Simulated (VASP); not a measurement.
Here is a VASP 6.6.1 calculation.

Contents of INCAR:

```
PREC = Accurate ; ENCUT = 520
EDIFF = 1E-7 ; ISMEAR = -1
SIGMA = 0.05 ; LREAL = False
LASPH = True ; NELM = 100
ALGO = Normal ; ISIF = 2
LWAVE = False ; LCHARG = False
ISPIN = 2 ; MAGMOM = 1 0
LORBIT = 11 ; LMAXMIX = 4
GGA = PE ; NBANDS = 19
```

KPOINTS

```
regular mesh
0
Gamma
  11 11 11
```

File POSCAR:

```
NiO
1.0
    0.0000000000      2.0913095100      2.0913095100
    2.0913095100      0.0000000000      2.0913095100
    2.0913095100      2.0913095100      0.0000000000
Ni O
1 1
Direct
    0.0000000000      0.0000000000      0.0000000000
    0.5000000000      0.5000000000      0.5000000000
```

Potentials or basis: VASP PAW PBE potentials, release 64 (Ni, O).

Run with:

```bash
$ cat potpaw_PBE.64/Ni/POTCAR potpaw_PBE.64/O/POTCAR > POTCAR
$ mpirun -np 1 vasp_std > vasp.out
```

Estimate the site moments.

Ni +1.40; O +0.26 μB.

Estimate the net moment.

1.70 μB per cell.

Predict the pressure.

3.7 GPa.

Caveat: a cell with one magnetic atom can't hold antiferromagnetic order, which such compounds often take; semilocal functionals often make such compounds metallic where correlation or magnetic order opens a gap, which also shifts bond lengths.

The gap isn't set beside the measured one, since this odd mesh misses points on the zone boundary.
